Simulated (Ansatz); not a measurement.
# Rh: the cost of one run

Computed with Ansatz 0.2.0 (DFT PBE, scalar-relativistic, plane waves, PAW, unless a step's input says otherwise).

The COD entry's cell or inner coordinates are ideal or old and differ from later refinements, so a difference from it is no clean test against experiment.

4 further runs of the same task are left out: 2 that didn't finish, 2 set aside as unsound or not needed.

### 1 The structure to begin with

It takes space group Fm-3m (No. 225, cubic). The conventional cell has a = 3.830 Å, b = 3.830 Å, c = 3.830 Å, α = 90.00°, β = 90.00°, γ = 90.00°. Around Rh (site symmetry m-3m) lie 12 Rh at 2.71 Å.

Structure file:

```xyz
1
Lattice="0.0000 1.9150 1.9150 1.9150 0.0000 1.9150 1.9150 1.9150 0.0000" Properties=species:S:1:pos:R:3 pbc="T T T"
Rh    0.0000    0.0000    0.0000
```

It is the result of an earlier relaxation at this level (volume 14.05 Å³/atom; gap on the mesh: none (metal)).

### 2 The [110] wire, 5 host atoms a period

The wire is cut from the relaxed crystal, periodic along c with vacuum across. Atoms and period relax; energies count from the bulk, -6402.8886 eV an atom.

The cell holds 5 Rh: a = 11.700 Å, b = 13.100 Å, c = 2.708 Å, α = 90.00°, β = 90.00°, γ = 90.00°.

### 3 Relaxation

Pressure and volume refer to the whole cell with its vacuum; only the period along c may change.

Contents of input.yaml:

```yaml
crystal:
  lattice:
    - [11.7, 0.0, 0.0]
    - [0.0, 13.1, 0.0]
    - [0.0, 0.0, 2.7082034564]
  atoms:
    - { symbol: Rh, position: [0.5, 0.5, 0.0] }
    - { symbol: Rh, position: [0.3842648096, 0.6461823686, 0.5] }
    - { symbol: Rh, position: [0.3842648096, 0.3538176314, 0.5] }
    - { symbol: Rh, position: [0.6157351904, 0.6461823686, 0.5] }
    - { symbol: Rh, position: [0.6157351904, 0.3538176314, 0.5] }
basis:
  ecutwfc: 420
kpoints:
  mp_grid: { grid: [1, 1, 20] }
hamiltonian:
  xc: pbe
scf:
  occupations: { method: gaussian, width: 0.05 }
output:
  forces: true
  stress: true
  eigenvalues: true
  populations: true
  write_density: true
  write_potential: true
  elf: true
  volumetric_format: npy
relax:
  adjacent_minimum: "off"
  f_tol: 0.02
  max_steps: 45
  cell: { fix: [a, b, alpha, beta, gamma], stress_tol: 0.03 }
```

On the command line:

```bash
$ ansatz run input.yaml --threads 4 --pin off --max-ram 11264MiB --backend cpu --events-out ev --progress --plain --runs-dir out
```

What time and memory should one allow on 4 threads of AMD EPYC 7R43 (Zen 3), shared host?

About 33 s, with a peak of 0.91 GiB.
